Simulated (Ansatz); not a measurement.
# KF (Carobbiite) (Fm-3m) in Ansatz: further runs

One crystal, KF (Carobbiite), is run at these levels: PBE; tasks: single point.

All numbers are computed with Ansatz 0.2.0; they aren't measurements. Logs are shortened: lines on timing, memory, paths and dates and some standing lists are left out, and cuts for length are marked.

## Step 1: The structure

The structure is cubic, space group Fm-3m (No. 225). The conventional cell has a = 5.344 Å, b = 5.344 Å, c = 5.344 Å, α = 90.00°, β = 90.00°, γ = 90.00°. K (site symmetry m-3m) is surrounded by 6 F at 2.67 Å. F (site symmetry m-3m) is surrounded by 6 K at 2.67 Å.

## Step 2: Single point, PBE, 17.93 Å³/atom (volume scaled by 0.94)

The input, input.yaml:

```yaml
crystal:
  lattice:
    - [0.0, 2.6173071446, 2.6173071446]
    - [2.6173071446, 0.0, 2.6173071446]
    - [2.6173071446, 2.6173071446, 0.0]
  atoms:
    - { symbol: K, position: [0.0, 0.0, 0.0] }
    - { symbol: F, position: [0.5, 0.5, 0.5] }
kpoints:
  mp_grid: { grid: [9, 9, 9] }
scf:
  occupations: { method: fermi_dirac, width: 0.05 }
hamiltonian:
  xc: pbe
  pseudopotentials: { kind: all_electron, lapw: { basis_error: 0.0005 } }
output:
  forces: true
  stress: true
  eigenvalues: true
```

Potentials or basis: all-electron LAPW, scalar-relativistic.

Launch:

```bash
$ ansatz run input.yaml --threads 1 --pin off --max-ram 2560MiB --backend cpu --events-out ev --progress --plain --runs-dir out
```

Log:

```text
Warning: RAYON_NUM_THREADS=1 ignored (pool sized by the plan → 1); use --threads N
LAPW: plane waves up to 7.774 Å⁻¹, error target 5.0e-4 eV per atom; small_component_spin mean_spin; F in spheres of 1.296 Å, 7 of its electrons in bands, Dirac shells []; K in spheres of 1.321 Å, 17 of its electrons in bands, Dirac shells [] (how accurate: hamiltonian.pseudopotentials.lapw.basis_error, Limitations)
Engine: ansatz 0.2.0, x86_64-unknown-linux-gnu
Pseudopotentials: kind: all_electron
Pseudopotential: K, LAPW, valence charge 17, lapw/all_electron/scalar/gaussian/K, Koelling and Harmon's equation, gaussian nucleus
Pseudopotential: F, LAPW, valence charge 7, lapw/all_electron/scalar/gaussian/F, Koelling and Harmon's equation, gaussian nucleus
Functional definition: PBE
  parameter kappa = 0.804
  parameter beta = 0.06672455060314922
  exchange = pbe_x(kappa = kappa, mu = beta*pi^2/3)
  correlation = pbe_c(beta = beta)
Crystal: 2 atoms, lattice volume = 35.859 Å³
Basis set: ecut = 230.2632420339424 eV, 283 PW (Γ), exchange–correlation at level 2
Bands: 16, of which v1, the nominal top of the filled ones, is band 12 counted from 1 (11 counted from 0)
Symmetry: 48 space group operations
Space group: Fm-3m (ITA 225), of the structure as read, at distance tolerance 3.3e-5 Å
k-points: 35 of 729
Non-local potential: K, projectors of the file, none
Non-local potential: F, projectors of the file, none
Initial density: superposition of atomic densities (chi_scale 0.1, normalization cell, long waves kept (reshape's long-wave potential 0.00 eV rms))
Initial wavefunctions: plane waves of lowest kinetic energy (no species holds an atomic orbital)
Functional: x = pbe(κ = 0.804, μ = 0.2195149727645171), c = pbe(β = 0.06672455060314922)
iter 1 solved again at ethr=3.56e-3 eV; its pass at ethr=1.00e-1 eV (dr2=8.55e-1 eV) is discarded
SCF iter   1: F=—  HF=-19107.243046 eV  |F-HF|=—  |Δ(HF+E_count)|=         —  Δρ=3.88e-2  dr2=8.54e-1  ethr=3.56e-3  ⟨swp⟩=2.0  Hψ=3501  notcnv=0
preconditioner: auto → none  [insulator: Δε(μ)=8.974 eV  Ē_g=21.215 eV  σ=0.050 eV  W_gap=1.00  n_scr=14 (ndim 8)  ℏωp=24.8 eV  f_vac=0.000  D(μ)=0.00/eV (n_scr^D=0)  ε∞_Penn≈2.4]
iter 2 solved again at ethr=2.30e-5 eV; its pass at ethr=3.56e-3 eV (dr2=5.52e-3 eV) is discarded
SCF iter   2: F=—  HF=-19106.297477 eV  |F-HF|=—  |Δ(HF+E_count)|=   9.46e-1  Δρ=4.61e-3  dr2=5.51e-3  ethr=2.30e-5  ⟨swp⟩=2.0  Hψ=3169  notcnv=0
SCF iter   3: F=—  HF=-19106.016242 eV  |F-HF|=—  |Δ(HF+E_count)|=   2.81e-1  Δρ=9.58e-3  dr2=5.20e-2  ethr=2.30e-5  ⟨swp⟩=3.0  Hψ=2011  notcnv=0
SCF iter   4: F=—  HF=-19106.015147 eV  |F-HF|=—  |Δ(HF+E_count)|=         —  Δρ=1.01e-3  dr2=4.86e-4  ethr=2.30e-5  ⟨swp⟩=3.0  Hψ=2134  notcnv=0
the basis was enlarged: its passes take 44.9 KiB over the memory plan, 1 of 1 planned eigensolver slots
SCF iter   5: F=—  HF=-19106.013074 eV  |F-HF|=—  |Δ(HF+E_count)|=   2.07e-3  Δρ=1.51e-4  dr2=8.72e-6  ethr=2.02e-6  ⟨swp⟩=3.0  Hψ=1818  notcnv=0
SCF iter   6: F=—  HF=-19106.013094 eV  |F-HF|=—  |Δ(HF+E_count)|=   2.01e-5  Δρ=9.53e-5  dr2=5.12e-6  ethr=3.64e-8  ⟨swp⟩=3.0  Hψ=1925  notcnv=0
SCF iter   7: F=—  HF=-19106.013115 eV  |F-HF|=—  |Δ(HF+E_count)|=   2.02e-5  Δρ=2.01e-5  dr2=2.25e-7  ethr=2.13e-8  ⟨swp⟩=2.7  Hψ=1740  notcnv=0
SCF iter   8: F=-19106.013115 eV  HF=-19106.013115 eV  |F-HF|=7.00e-9  |Δ(HF+E_count)|=   2.80e-8  Δρ=3.14e-6  dr2=5.56e-9  ethr=9.39e-10  ⟨swp⟩=3.0  Hψ=1784  notcnv=0
SCF 1 converged in 8 iterations: F = -19106.013115 eV  dr2 = 5.56e-9
SCF converged after 8 iterations
Free energy (F): -19106.013115 eV
Harris-Foulkes:  -19106.013115 eV  (|F-HF|=7.00e-9)
Internal energy: -19106.013115 eV  (E = F + TS)
E sigma→0 (E₀):  -19106.013115 eV
Fermi energy:    5.659496 eV
--- Per-component energies (eV) ---
  E_band       = -2402.011798
  E_kinetic    = 19219.017198
  E_xc         = -1195.656930
  E_electrostatic = -37129.373382  (all electrons and nuclei)
  E_smearing   = -0.000000  (= −TS)
  E_closure    = 0.000000  (closes the sum)
  E_atoms      = -19097.773868  (free atoms, spherical and without spin; not in F)
  Σ components = -19106.013115   (vs F -19106.013115, Δ=0.00e0)
  Basis errors (estimates in eV, not in F): energy 1.5e-4 per atom: plane waves 1.3e-4 (7.1e-5 summed), levels above the bands 1.4e-81, relativity 4.7e-9, radial functions 1.5e-5, core shells 1.7e-10; eigenvalues (radial functions only) 1.9e-5; not estimated: angular momenta, meshes, grids; target (lapw.basis_error) 5.0e-4; muffin-tin radii F 1.296 Å, K 1.321 Å
--- Forces (eV/Å), atoms counted from 1 ---
  atom   1  K     -0.00000000     0.00000000    -0.00000000
  atom   2  F      0.00000000    -0.00000000    -0.00000000
  max |Σ_I F_I| component: 1.31e-31 eV/Å
--- Stress (GPa, compression-positive) ---
        3.913378       0.000000      -0.000000
        0.000000       3.913378       0.000000
       -0.000000       0.000000       3.913378
  P = ⅓ Tr σ = 3.9134 GPa (39.134 kbar)
--- Band table (eV; the first three rows and the last of 35) ---
  k-point 0: bands = ["-341.3830", "-268.0805", "-268.0805", "-268.0805", "-23.6760", "-16.3997", "-6.8750", "-6.8750", "-6.8750", "2.2845", "2.2845", "2.2845", "8.7993", "13.1293", "13.1293", "13.1293"]
  k-point 1: bands = ["-341.3830", "-268.0805", "-268.0805", "-268.0805", "-23.6614", "-16.4140", "-6.9120", "-6.8798", "-6.8798", "2.1620", "2.2354", "2.2354", "9.1632", "12.9258", "13.3043", "13.3043"]
  k-point 2: bands = ["-341.3830", "-268.0805", "-268.0805", "-268.0805", "-23.6242", "-16.4508", "-7.0048", "-6.8917", "-6.8917", "1.8845", "2.1137", "2.1137", "10.0970", "12.6117", "13.7604", "13.7604"]
  k-point 34: bands = ["-341.3830", "-268.0805", "-268.0805", "-268.0805", "-23.5208", "-16.4702", "-7.3534", "-7.2984", "-6.9733", "1.8298", "2.0975", "2.1558", "11.9492", "12.5051", "13.8536", "16.0807"]
```

Wall time 6.5 s (1 thread of Intel Xeon Platinum 8488C (Sapphire Rapids), shared host); peak memory 0.36 GiB.

What came out:

| Property | Result |
| --- | --- |
| Free energy | -19106.0131 eV |
| Pressure | 3.9 GPa |
| Band gap on the k mesh | 6.51 eV, direct |

Caveat: an odd mesh through Γ misses points on the zone boundary, where band edges often lie.

## Step 3: Single point, PBE, 18.31 Å³/atom (volume scaled by 0.96)

Edit input.yaml of step 2 so:

```diff
@@ -2,5 +2,5 @@
   lattice:
-    - [0.0, 2.6173071446, 2.6173071446]
-    - [2.6173071446, 0.0, 2.6173071446]
-    - [2.6173071446, 2.6173071446, 0.0]
+    - [0.0, 2.6357394923, 2.6357394923]
+    - [2.6357394923, 0.0, 2.6357394923]
+    - [2.6357394923, 2.6357394923, 0.0]
   atoms:
```

Potentials or basis: all-electron LAPW, scalar-relativistic.

Launch:

```bash
$ ansatz run input.yaml --threads 1 --pin off --max-ram 2560MiB --backend cpu --events-out ev --progress --plain --runs-dir out
```

It took 7.4 s on 1 thread of Intel Xeon Platinum 8488C (Sapphire Rapids), shared host; peak memory 0.34 GiB.

Results (log left out):

```yaml
Free_energy: -19106.0295 eV
Pressure: 3.0 GPa
Band_gap_on_the_k_mesh: 6.40 eV, direct
```

Caveat: an odd mesh through Γ misses points on the zone boundary, where band edges often lie.

## Step 4: Single point, PBE, 18.69 Å³/atom (volume scaled by 0.98)

Edit input.yaml of step 3 so:

```diff
@@ -2,5 +2,5 @@
   lattice:
-    - [0.0, 2.6357394923, 2.6357394923]
-    - [2.6357394923, 0.0, 2.6357394923]
-    - [2.6357394923, 2.6357394923, 0.0]
+    - [0.0, 2.6539175805, 2.6539175805]
+    - [2.6539175805, 0.0, 2.6539175805]
+    - [2.6539175805, 2.6539175805, 0.0]
   atoms:
```

Launch:

```bash
$ ansatz run input.yaml --threads 1 --pin off --max-ram 2560MiB --backend cpu --events-out ev --progress --plain --runs-dir out
```

Run time: 6.3 s. Hardware: 1 thread of Intel Xeon Platinum 8488C (Sapphire Rapids), shared host; peak memory 0.36 GiB.

The run converged. Its results:

```
Free energy            : -19106.0416 eV
Pressure               : 2.1 GPa
Band gap on the k mesh : 6.28 eV, direct
```

Caveat: an odd mesh through Γ misses points on the zone boundary, where band edges often lie.

## Step 5: Single point, PBE, 19.07 Å³/atom

Edit input.yaml of step 4 so:

```diff
@@ -2,5 +2,5 @@
   lattice:
-    - [0.0, 2.6539175805, 2.6539175805]
-    - [2.6539175805, 0.0, 2.6539175805]
-    - [2.6539175805, 2.6539175805, 0.0]
+    - [0.0, 2.67185, 2.67185]
+    - [2.67185, 0.0, 2.67185]
+    - [2.67185, 2.67185, 0.0]
   atoms:
```

Launch:

```bash
$ ansatz run input.yaml --threads 1 --pin off --max-ram 2560MiB --backend cpu --events-out ev --progress --plain --runs-dir out
```

Run time: 6.9 s. Hardware: 1 thread of Intel Xeon Platinum 8488C (Sapphire Rapids), shared host; peak memory 0.35 GiB.

Results (log left out):

| Item | Value |
| --- | --- |
| Free energy | -19106.0499 eV |
| Pressure | 1.4 GPa |
| Band gap on the k mesh | 6.18 eV, direct |

Caveat: an odd mesh through Γ misses points on the zone boundary, where band edges often lie.

## Step 6: Single point, PBE, 19.46 Å³/atom (volume scaled by 1.02)

Edit input.yaml of step 5 so:

```diff
@@ -2,5 +2,5 @@
   lattice:
-    - [0.0, 2.67185, 2.67185]
-    - [2.67185, 0.0, 2.67185]
-    - [2.67185, 2.67185, 0.0]
+    - [0.0, 2.6895448865, 2.6895448865]
+    - [2.6895448865, 0.0, 2.6895448865]
+    - [2.6895448865, 2.6895448865, 0.0]
   atoms:
```

Potentials or basis: all-electron LAPW, scalar-relativistic.

Launch:

```bash
$ ansatz run input.yaml --threads 1 --pin off --max-ram 2560MiB --backend cpu --events-out ev --progress --plain --runs-dir out
```

Run time: 8.2 s. Hardware: 1 thread of Intel Xeon Platinum 8488C (Sapphire Rapids), shared host; peak memory 0.36 GiB.

Results (log left out):

* Free energy: -19106.0549 eV
* Pressure: 0.7 GPa
* Band gap on the k mesh: 6.07 eV, direct

Caveat: an odd mesh through Γ misses points on the zone boundary, where band edges often lie.

## Step 7: Single point, PBE, 19.84 Å³/atom (volume scaled by 1.04)

Edit input.yaml of step 6 so:

```diff
@@ -2,5 +2,5 @@
   lattice:
-    - [0.0, 2.6895448865, 2.6895448865]
-    - [2.6895448865, 0.0, 2.6895448865]
-    - [2.6895448865, 2.6895448865, 0.0]
+    - [0.0, 2.7070099531, 2.7070099531]
+    - [2.7070099531, 0.0, 2.7070099531]
+    - [2.7070099531, 2.7070099531, 0.0]
   atoms:
```

Launch:

```bash
$ ansatz run input.yaml --threads 1 --pin off --max-ram 2560MiB --backend cpu --events-out ev --progress --plain --runs-dir out
```

It took 5 s on 1 thread of Intel Xeon Platinum 8488C (Sapphire Rapids), shared host; peak memory 0.36 GiB.

The run converged. Its results:

```
Free energy            : -19106.0568 eV
Pressure               : 0.1 GPa
Band gap on the k mesh : 5.98 eV, direct
```

Caveat: an odd mesh through Γ misses points on the zone boundary, where band edges often lie.

## Step 8: Single point, PBE, 20.22 Å³/atom (volume scaled by 1.06)

Edit input.yaml of step 7 so:

```diff
@@ -2,5 +2,5 @@
   lattice:
-    - [0.0, 2.7070099531, 2.7070099531]
-    - [2.7070099531, 0.0, 2.7070099531]
-    - [2.7070099531, 2.7070099531, 0.0]
+    - [0.0, 2.7242525196, 2.7242525196]
+    - [2.7242525196, 0.0, 2.7242525196]
+    - [2.7242525196, 2.7242525196, 0.0]
   atoms:
```

Launch:

```bash
$ ansatz run input.yaml --threads 1 --pin off --max-ram 2560MiB --backend cpu --events-out ev --progress --plain --runs-dir out
```

It took 4.5 s on 1 thread of Intel Xeon Platinum 8488C (Sapphire Rapids), shared host; peak memory 0.36 GiB.

The run converged. Its results:

```
Free energy            : -19106.0560 eV
Pressure               : -0.4 GPa
Band gap on the k mesh : 5.88 eV, direct
```

Caveat: an odd mesh through Γ misses points on the zone boundary, where band edges often lie.
